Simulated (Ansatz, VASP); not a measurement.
**One calculation of SiC, two programs**

File INCAR:

```
PREC     = Accurate       # precision mode
ENCUT    = 520            # plane-wave cutoff, eV
EDIFF    = 1E-7           # SCF threshold, eV
ISMEAR   = 0              # smearing method
SIGMA    = 0.05           # smearing width, eV
LREAL    = F              # projectors in reciprocal space
LASPH    = T              # aspherical terms in the spheres
NELM     = 80             # most SCF steps
ALGO     = Normal         # electronic algorithm
ISIF     = 2              # what is computed and relaxed
LWAVE    = F              # write WAVECAR
LCHARG   = F              # write CHGCAR
GGA      = PE             # functional
NBANDS   = 11             # bands
```

File KPOINTS:

```
Automatic mesh
0
Gamma
  12 12 12
```

POSCAR

```
SiC
1.0
    0.0000000000      2.2070559999      2.2070559999
    2.2070559999      0.0000000000      2.2070559999
    2.2878342495      2.2878342495     -0.0807782496
Si C
1 1
Direct
    0.0000000000      0.0000000000      0.0000000000
    0.7500000000      0.7500000000      0.7500000000
```

Input for Ansatz:

```yaml
crystal:
  lattice:
    - [0.0, 2.2070559999, 2.2070559999]
    - [2.2070559999, 0.0, 2.2070559999]
    - [2.2878342495, 2.2878342495, -0.0807782496]
  atoms:
    - { symbol: Si, position: [0.0, 0.0, 0.0] }
    - { symbol: C, position: [0.75, 0.75, 0.75] }
basis:
  ecutwfc: 520.0
kpoints:
  mp_grid: { grid: [12, 12, 12] }
hamiltonian:
  xc: pbe
  pseudopotentials: { kind: paw, azcp: { folder: soft_1 } }
scf:
  occupations: { method: gaussian, width: 0.05 }
output:
  forces: true
  stress: true
  eigenvalues: true
```

Alike in both runs: task single point; functional PBE; k mesh 12 × 12 × 12; occupations gaussian, width 0.05 eV; no spin polarisation.

|  | VASP | Ansatz |
| --- | --- | --- |
| version | VASP 6.6.1 | Ansatz 0.2.0 |
| potentials or method | VASP PAW PBE potentials, release 64 (Si, C) | scalar-relativistic, plane waves, PAW |
| plane-wave cutoff (eV) | 520 | 520 |
| valence electrons in the cell | 8 | 8 |

VASP gave:

| Item | Value |
| --- | --- |
| gap on the k mesh at the Fermi level (eV) | 1.30 |
| least direct gap on the mesh (eV) | 4.15 |
| pressure (GPa) | -13.3 |
| largest component of the traceless stress (GPa) | 7.33 |
| rms of the force components (eV/Å) | 0.072 |

Problem. Estimate Ansatz's values.

Solution. gap on the k mesh at the Fermi level (eV): 1.30; least direct gap on the mesh (eV): 4.16; pressure (GPa): -13.4; largest component of the traceless stress (GPa): 7.29; rms of the force components (eV/Å): 0.072.

Atom by atom the forces differ by 0.000 eV/Å (rms over components).

A k mesh can miss the band edges.
